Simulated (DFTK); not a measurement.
Input of a DFTK 0.8.2 run:

Contents of run.jl:

```julia
using DFTK
using PseudoPotentialData
using Unitful, UnitfulAtomic
using LinearAlgebra, Printf
include("save.jl")
disable_threading()

# lattice vectors are the columns
lattice = austrip(1u"Å") * [  2.4561701622  -1.2280850811            0.0;
                      0.0   2.1271057565            0.0;
                      0.0            0.0     8.52380336]
symbols   = [:C, :C]
positions = [[0.656297, 0.334722, -0.000597],
             [0.324104, 0.662744, -0.001004]]
pseudopotentials = PseudoFamily("dojo.nc.sr.pbe.v0_4_1.standard.upf")
elements = Dict(s => ElementPsp(s, pseudopotentials) for s in unique(symbols))
atoms    = [elements[s] for s in symbols]

build_model(lattice, positions; symmetries=true) =
    model_DFT(lattice, atoms, positions;
              functionals=PBE(),
              temperature=austrip(0.05u"eV"),
              smearing=Smearing.FermiDirac(),
              symmetries)
Ecut  = 41.0  # hartree
kgrid = [12, 12, 3]
tol   = 1e-6
to_GPa = ustrip(uconvert(u"GPa", 1u"hartree/bohr^3"))

model = build_model(lattice, positions)
basis = PlaneWaveBasis(model; Ecut, kgrid)
display(basis)
scfres = self_consistent_field(basis;
                               tol,
                               nbandsalg=AdaptiveBands(model; n_bands_converge=9))
display(scfres.energies)
@printf "Fermi level: %.6f eV\n" ustrip(auconvert(u"eV", something(scfres.εF, NaN)))
forces = compute_forces_cart(scfres)
println("Forces (eV/Å)")
for (s, f) in zip(symbols, forces)
    @printf "%-3s %12.6f %12.6f %12.6f\n" s ustrip.(auconvert.(u"eV/Å", f))...
end
stress = compute_stresses_cart(scfres)
println("Stress (GPa)")
display(round.(stress * to_GPa; digits=4))
println("Levels at the first k-point (eV): ", round.(ustrip.(auconvert.(u"eV", scfres.eigenvalues[1][1:scfres.n_bands_converge])); digits=4))
save_scf!(scfres; forces, stress)
```

Potentials or basis: dojo.nc.sr.pbe.v0_4_1.standard.upf (PBE).

Run with:

```sh
$ julia --threads=1 run.jl  # save.jl only writes the numbers to a file and isn't shown; printed stress counts tension as positive; times include loading and compiling
```

Question: Predict the largest force.

Answer: 0.704 eV/Å.

Question: What does it give for the band gap on the k mesh?

Answer: 0.20 eV, direct.

Stress tensor (GPa, compression positive):
```
 2.29 -0.17  0.01
-0.17  1.89 -0.01
 0.01 -0.01 -0.06
```
